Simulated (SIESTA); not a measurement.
## Al under changes of volume

One of the cells (16.438 Å³/atom); the others are scaled copies at fixed shape and fractional positions:

```xyz
1
Lattice="-1.6018 1.6018 1.6018 1.6018 -1.6018 1.6018 1.6018 1.6018 -1.6018" Properties=species:S:1:pos:R:3 pbc="T T T"
Al    0.0000    0.0000    0.0000
```

This isn't the form of Al at room conditions, which is fcc.

* Program: SIESTA 5.4.2
* Functional: PBEsol
* Potentials or basis: PseudoDojo 0.4 standard (PBEsol files)
* Basis: DZP (energy shift 0.003 Ry)
* Grid cutoff: 500 Ry
* Energy shift: 0.003 Ry
* k mesh: 12 × 12 × 12
* Occupations: fermi-dirac, width 0.05 eV
* Spin: no spin polarisation

| volume (Å³/atom) | energy over the lowest point (meV/atom) | pressure (GPa) |
| --- | --- | --- |
| 15.149 | ? | ? |
| 15.471 | 21.70 | 6.5 |
| 15.793 | 10.81 | 4.4 |
| 16.438 | 0.29 | 0.9 |
| 16.760 | 0.00 | -0.6 |
| 17.083 | 2.62 | -2.0 |

Question: What does the run at 15.149 Å³/atom give?

Answer: Energy over the lowest point 36.93 meV/atom; pressure 8.8 GPa.

Worked out: A Birch-Murnaghan fit of order 3 (a polynomial in V^(-2/3)) to the other rows has its minimum at 16.63 Å³/atom with B0 = V·E''(V) = 77 GPa and B' = 3.9. It gives 36.86 meV/atom at 15.149 Å³/atom, against the run's 36.93, and -dE/dV = 8.7 GPa, against 8.8.

Energies are extrapolated to zero smearing.

Caveats: the basis of atomic orbitals isn't converged, which shifts pressures, moduli and gaps.
